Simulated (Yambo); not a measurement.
# Si (Fd-3m) in Yambo: a series of runs

Runs on Si. Level: PBE. Tasks: energy-loss spectrum.

All numbers are computed with Yambo 5.3.0; they aren't measurements. Logs are shortened: lines on timing, memory, paths and dates and some standing lists are left out, and cuts for length are marked.

## (1) Starting point

It takes space group Fd-3m (No. 227, cubic). Conventional cell: a = 5.444 Å, b = 5.444 Å, c = 5.444 Å, α = 90.00°, β = 90.00°, γ = 90.00°. Si (site symmetry -43m) has 4 Si at 2.36 Å as nearest neighbours.

## (2) Energy-loss spectrum, PBE

The input, eels3.in:

```
optics
chi
Chimod= "HARTREE"
% BndsRnXd
 1 | 34 |
%
NGsBlkXd= 3 Ry
% LongDrXd
 1 | 1 | 1 |
%
% QpntsRXd
 5 | 5 |
%
% EnRngeXd
 0 | 50 | eV
%
% DmRngeXd
 0.3 | 0.3 | eV
%
ETStpsXd= 250
```

The input, scf.in:

```
&CONTROL
  calculation = 'scf'
  prefix = 'pwscf'
  outdir = './tmp'
  pseudo_dir = './pseudo'
/
&SYSTEM
  ibrav = 0
  nat = 2
  ntyp = 1
  ecutwfc = 36
  nbnd = 9
  occupations = 'smearing'
  smearing = 'fd'
  degauss = 0.00367493
  force_symmorphic = .true.
/
&ELECTRONS
  conv_thr = 4d-10
  electron_maxstep = 120
  mixing_beta = 0.5
/
ATOMIC_SPECIES
Si    28.0850 Si.upf
CELL_PARAMETERS angstrom
   0.0000000000    2.7218511865    2.7218511865
   2.7218511865    0.0000000000    2.7218511865
   2.7218511865    2.7218511865    0.0000000000
ATOMIC_POSITIONS crystal
Si     0.5000000000    0.5000000000    0.5000000000
Si     0.7500000000    0.7500000000    0.7500000000
K_POINTS automatic
12 12 12 0 0 0
```

The input, nscf.in:

```
&CONTROL
  calculation = 'nscf'
  prefix = 'pwscf'
  outdir = './tmp'
  pseudo_dir = './pseudo'
/
&SYSTEM
  ibrav = 0
  nat = 2
  ntyp = 1
  ecutwfc = 36
  nbnd = 34
  occupations = 'fixed'
  force_symmorphic = .true.
/
&ELECTRONS
  conv_thr = 1d-08
  diago_full_acc = .true.
  diago_thr_init = 1d-06
/
ATOMIC_SPECIES
Si    28.0850 Si.upf
CELL_PARAMETERS angstrom
   0.0000000000    2.7218511865    2.7218511865
   2.7218511865    0.0000000000    2.7218511865
   2.7218511865    2.7218511865    0.0000000000
ATOMIC_POSITIONS crystal
Si     0.5000000000    0.5000000000    0.5000000000
Si     0.7500000000    0.7500000000    0.7500000000
K_POINTS automatic
12 12 12 0 0 0
```

Potentials or basis: PseudoDojo 0.4.1 SR PBE standard.

Launch:

```sh
> OMP_NUM_THREADS=1 pw.x -in scf.in > scf.out
> OMP_NUM_THREADS=1 pw.x -in nscf.in > nscf.out
> cd tmp/pwscf.save; p2y; mv SAVE ../..; cd ../..
> OMP_NUM_THREADS=1 yambo
> OMP_NUM_THREADS=1 yambo -F eels3.in -J eels3 -C eels3_out
```

Yambo's report:

```text
[... sections 02.01 to 02.04 as in the set-up run ...]

  [02.05] Energies & Occupations
  ==============================

  [X] === General ===
  [X] Electronic Temperature                        :  0.000000  0.000000 [eV K]
  [X] Bosonic    Temperature                        :  0.000000  0.000000 [eV K]
  [X] Finite Temperature mode                       : no
  [X] El. density                                   :  0.19837E+24 [cm-3]
  [X] Fermi Level                                   :  6.154322 [eV]

  [X] === Gaps and Widths ===
  [X] Conduction Band Min                           :  0.583372 [eV]
  [X] Valence Band Max                              :  0.000000 [eV]
  [X] Filled Bands                                  :   4
  [X] Empty Bands                                   :    5   34
  [X] Direct Gap                                    :  2.553424 [eV]
  [X] Direct Gap localized at k                     :  1
  [X] Indirect Gap                                  :  0.583372 [eV]
  [X] Indirect Gap between kpts                     :    1   40
  [X] Last valence band width                       :  3.823769 [eV]
  [X] 1st conduction band width                     :  3.690554 [eV]

 [03] Transferred momenta grid and indexing
 ==========================================

 IBZ Q-points                                      :   72
 BZ  Q-points                                      :  1728

 K/Q-points units:
 rlu = crystal or reduced units; cc = cartesian coordinates; iku = interal k-units

 Q [ 1]         [rlu]:  0.000000  0.000000  0.000000
 Q [ 2]         [rlu]:  0.15886E-17  0.15886E-17  0.83333E-01
 Q [ 3]         [rlu]:  0.66011E-18  0.66011E-18  0.16667
 Q [ 4]         [rlu]:  0.16027E-17  0.16027E-17  0.25000
 Q [ 5]         [rlu]:  0.13202E-17  0.13202E-17  0.33333
 Q [ 6]         [rlu]: -0.34336E-16 -0.65808E-17  0.41667
 Q [ 7]         [rlu]: -0.32053E-17 -0.32053E-17 -0.50000
 Q [ 8]         [rlu]:  0.12479E-17  0.83333E-01  0.83333E-01
 Q [ 9]         [rlu]: -0.97720E-17  0.83333E-01  0.16667
 Q [10]         [rlu]:  0.66011E-18  0.83333E-01  0.25000
 Q [11]         [rlu]:  0.24324E-16  0.83333E-01  0.33333
 Q [12]         [rlu]:  0.16423E-16  0.83333E-01  0.41667
 Q [13]         [rlu]: -0.90307E-17  0.83333E-01  0.50000
 Q [14]         [rlu]: -0.10824E-16  0.83333E-01 -0.41667
 Q [15]         [rlu]: -0.13556E-16  0.83333E-01 -0.33333
[... 33 lines left out ...]
 Q [49]         [rlu]:  0.083333  0.250000  0.333333
 Q [50]         [rlu]:  0.083333  0.250000  0.416667

 Remaining 22 points informations can be written running with -fatlog

 [04] Optics
 ===========

 [WF-X loader] Normalization (few states)  min/max  :  0.59396E-16   1.0000

 [X-CG] R(p) Tot o/o(of R):   31644  207360     100
```

Wall time 2.5 min (1 thread of Arm Neoverse N1, shared host); peak memory 0.37 GiB.

What came out:

| Property | Result |
| --- | --- |
| Band gap on the k mesh, mean-field level | 0.58 eV, indirect (least direct gap 2.55 eV) |
| Peak of the energy-loss function | 18.7 eV |

Energy-loss function at q = [0.0, 0.0, 0.33333] (reciprocal lattice):
| energy (eV) | loss |
| --- | --- |
| 0.0 | 0.007 |
| 2.2 | 0.014 |
| 4.4 | 0.039 |
| 6.4 | 0.080 |
| 8.6 | 0.157 |
| 10.8 | 0.277 |
| 13.1 | 0.630 |
| 15.3 | 1.109 |
| 17.5 | 2.755 |
| 19.5 | 2.660 |
| 21.7 | 1.052 |
| 23.9 | 0.376 |
| 26.1 | 0.168 |
| 28.3 | 0.103 |
| 30.5 | 0.073 |
| 32.5 | 0.059 |
| 34.7 | 0.046 |
| 36.9 | 0.043 |
| 39.2 | 0.044 |
| 41.4 | 0.032 |
| 43.6 | 0.017 |
| 45.6 | 0.012 |
| 47.8 | 0.009 |
| 50.0 | 0.006 |

A k mesh can miss the band edges. PBE gaps usually lie below the measured ones, often by a third to a half.

## (3) Energy-loss spectrum, PBE

The input, eels4.in:

```
optics
chi
Chimod= "HARTREE"
% BndsRnXd
 1 | 34 |
%
NGsBlkXd= 3 Ry
% LongDrXd
 1 | 1 | 1 |
%
% QpntsRXd
 6 | 6 |
%
% EnRngeXd
 0 | 50 | eV
%
% DmRngeXd
 0.3 | 0.3 | eV
%
ETStpsXd= 250
```

scf.in is that of step 2.

nscf.in is that of step 2.

Potentials or basis: PseudoDojo 0.4.1 SR PBE standard.

Launch:

```sh
> OMP_NUM_THREADS=1 pw.x -in scf.in > scf.out
> OMP_NUM_THREADS=1 pw.x -in nscf.in > nscf.out
> cd tmp/pwscf.save; p2y; mv SAVE ../..; cd ../..
> OMP_NUM_THREADS=1 yambo
> OMP_NUM_THREADS=1 yambo -F eels4.in -J eels4 -C eels4_out
```

Yambo's report:

```text
[... sections 02.01 to 02.04 as in the set-up run ...]

  [02.05] Energies & Occupations
  ==============================

  [X] === General ===
  [X] Electronic Temperature                        :  0.000000  0.000000 [eV K]
  [X] Bosonic    Temperature                        :  0.000000  0.000000 [eV K]
  [X] Finite Temperature mode                       : no
  [X] El. density                                   :  0.19837E+24 [cm-3]
  [X] Fermi Level                                   :  6.154322 [eV]

  [X] === Gaps and Widths ===
  [X] Conduction Band Min                           :  0.583372 [eV]
  [X] Valence Band Max                              :  0.000000 [eV]
  [X] Filled Bands                                  :   4
  [X] Empty Bands                                   :    5   34
  [X] Direct Gap                                    :  2.553424 [eV]
  [X] Direct Gap localized at k                     :  1
  [X] Indirect Gap                                  :  0.583372 [eV]
  [X] Indirect Gap between kpts                     :    1   40
  [X] Last valence band width                       :  3.823769 [eV]
  [X] 1st conduction band width                     :  3.690554 [eV]

 [03] Transferred momenta grid and indexing
 ==========================================

 IBZ Q-points                                      :   72
 BZ  Q-points                                      :  1728

 K/Q-points units:
 rlu = crystal or reduced units; cc = cartesian coordinates; iku = interal k-units

 Q [ 1]         [rlu]:  0.000000  0.000000  0.000000
 Q [ 2]         [rlu]:  0.15886E-17  0.15886E-17  0.83333E-01
 Q [ 3]         [rlu]:  0.66011E-18  0.66011E-18  0.16667
 Q [ 4]         [rlu]:  0.16027E-17  0.16027E-17  0.25000
 Q [ 5]         [rlu]:  0.13202E-17  0.13202E-17  0.33333
 Q [ 6]         [rlu]: -0.34336E-16 -0.65808E-17  0.41667
 Q [ 7]         [rlu]: -0.32053E-17 -0.32053E-17 -0.50000
 Q [ 8]         [rlu]:  0.12479E-17  0.83333E-01  0.83333E-01
 Q [ 9]         [rlu]: -0.97720E-17  0.83333E-01  0.16667
 Q [10]         [rlu]:  0.66011E-18  0.83333E-01  0.25000
 Q [11]         [rlu]:  0.24324E-16  0.83333E-01  0.33333
 Q [12]         [rlu]:  0.16423E-16  0.83333E-01  0.41667
 Q [13]         [rlu]: -0.90307E-17  0.83333E-01  0.50000
 Q [14]         [rlu]: -0.10824E-16  0.83333E-01 -0.41667
 Q [15]         [rlu]: -0.13556E-16  0.83333E-01 -0.33333
[... 33 lines left out ...]
 Q [49]         [rlu]:  0.083333  0.250000  0.333333
 Q [50]         [rlu]:  0.083333  0.250000  0.416667

 Remaining 22 points informations can be written running with -fatlog

 [04] Optics
 ===========

 [WF-X loader] Normalization (few states)  min/max  :  0.59396E-16   1.0000

 [X-CG] R(p) Tot o/o(of R):   31800  207360     100
```

o-eels4.eel_q6_inv_rpa_dyson:

```text
# Electron Energy Loss @ Q(6):  0.208333333     0.208333333    -0.208333333    [iku]
#
# [ X ] Hartree size                              :   51
# [GEN] GF Energies                               : Perdew, Burke & Ernzerhof(X)+Perdew, Burke & Ernzerhof(C)
# [GEN] Green`s Function                          : T-ordered
#
#    E[1] [eV]          Im(eel)            Re(eel)            Im(eel_o)          Re(eel_o)
#
        0.000000           0.007245          -0.271692           0.007486          -0.241704
        0.200803           0.007263          -0.271539           0.007505          -0.241546
        0.401606           0.007317          -0.271080           0.007562          -0.241067
        0.602410           0.007413          -0.270307           0.007664          -0.240262
        0.803213           0.007559          -0.269208           0.007818          -0.239116
        1.004016           0.007770          -0.267764           0.008045          -0.237609
[... 242 lines left out ...]
        49.79920           0.005414          -1.124278           0.005068          -1.121218
        50.00000           0.005239          -1.122874           0.004932          -1.119927
#
```

Wall time 2.5 min (1 thread of Arm Neoverse N1, shared host); peak memory 0.37 GiB.

Results:

- Band gap on the k mesh, mean-field level: 0.58 eV, indirect (least direct gap 2.55 eV)
- Peak of the energy-loss function: 19.1 eV

Energy-loss function at q = [0.0, 0.0, 0.41667] (reciprocal lattice):
```json
{"energy (eV)": "0.0", "loss": "0.007"}
{"energy (eV)": "2.2", "loss": "0.014"}
{"energy (eV)": "4.4", "loss": "0.041"}
{"energy (eV)": "6.4", "loss": "0.081"}
{"energy (eV)": "8.6", "loss": "0.151"}
{"energy (eV)": "10.8", "loss": "0.254"}
{"energy (eV)": "13.1", "loss": "0.512"}
{"energy (eV)": "15.3", "loss": "0.838"}
{"energy (eV)": "17.5", "loss": "1.868"}
{"energy (eV)": "19.5", "loss": "2.783"}
{"energy (eV)": "21.7", "loss": "1.556"}
{"energy (eV)": "23.9", "loss": "0.480"}
{"energy (eV)": "26.1", "loss": "0.206"}
{"energy (eV)": "28.3", "loss": "0.119"}
{"energy (eV)": "30.5", "loss": "0.087"}
{"energy (eV)": "32.5", "loss": "0.066"}
{"energy (eV)": "34.7", "loss": "0.051"}
{"energy (eV)": "36.9", "loss": "0.045"}
{"energy (eV)": "39.2", "loss": "0.044"}
{"energy (eV)": "41.4", "loss": "0.032"}
{"energy (eV)": "43.6", "loss": "0.017"}
{"energy (eV)": "45.6", "loss": "0.012"}
{"energy (eV)": "47.8", "loss": "0.008"}
{"energy (eV)": "50.0", "loss": "0.005"}
```

A k mesh can miss the band edges. As with any semilocal functional, this PBE gap is likely too small.
